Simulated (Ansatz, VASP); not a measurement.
## One calculation of NiO, two programs

Contents of INCAR:

```
PREC = Accurate ; ENCUT = 520
EDIFF = 1E-7 ; ISMEAR = 0
SIGMA = 0.05 ; LREAL = False
LASPH = True ; NELM = 150
ALGO = Normal ; ISIF = 2
LWAVE = False ; LCHARG = True
ISPIN = 2 ; MAGMOM = 1.65 0
LORBIT = 11 ; LMAXMIX = 4
GGA = PE ; LELF = True
LVHAR = True ; NBANDS = 19
```

The input KPOINTS:

```
regular mesh
0
Gamma
  12 12 12
```

POSCAR

```
NiO
1.0
    0.0000000000      2.2920673005      2.2920673005
    2.2920673005      0.0000000000      2.2920673005
    2.2920673005      2.2920673005      0.0000000000
Ni O
1 1
Direct
    0.0000000000      0.0000000000      0.0000000000
    0.2500000000      0.2500000000      0.2500000000
```

Input for Ansatz:

```yaml
crystal:
  lattice:
    - [0.0, 2.2920673005, 2.2920673005]
    - [2.2920673005, 0.0, 2.2920673005]
    - [2.2920673005, 2.2920673005, 0.0]
  atoms:
    - { symbol: Ni, position: [0.0, 0.0, 0.0], spin: 1.65 }
    - { symbol: O, position: [0.25, 0.25, 0.25] }
basis:
  ecutwfc: 420
  ecutrho_ratio: 4
kpoints:
  mp_grid: { grid: [12, 12, 12] }
hamiltonian:
  xc: pbe
scf:
  occupations: { method: gaussian, width: 0.05 }
output:
  forces: true
  stress: true
  eigenvalues: true
  populations: true
magnetization:
  spin_polarized: true
```

Alike in both runs: task single point; functional PBE; k mesh 12 × 12 × 12; occupations gaussian, width 0.05 eV; collinear spin.

|  | VASP | Ansatz |
| --- | --- | --- |
| version | VASP 6.6.1 | Ansatz 0.2.0 |
| potentials or method | VASP PAW PBE potentials, release 64 (Ni, O) | scalar-relativistic, plane waves, PAW |
| plane-wave cutoff (eV) | 520 | 420 |
| valence electrons in the cell | 16 | 24 |

Ansatz gave:

- gap on the k mesh at the Fermi level (eV): none
- pressure (GPa): -8.5
- net moment per atom (μB): 1.00
- size of the moment on the site where the two differ most (μB): 1.52

Problem. Which values does VASP return?

Solution. gap on the k mesh at the Fermi level (eV): none; pressure (GPa): -8.3; net moment per atom (μB): 0.99; size of the moment on the site where the two differ most (μB): 1.55.

Site moments also hang on the region over which each program counts them. A gap of «none» marks a metal or a gap that the smearing closes. The two sets of potentials don't hold the same shells in valence.

Caveats: a cell with one magnetic atom can't hold antiferromagnetic order, which such compounds often take; semilocal functionals often make such compounds metallic where correlation or magnetic order opens a gap, which also shifts bond lengths.
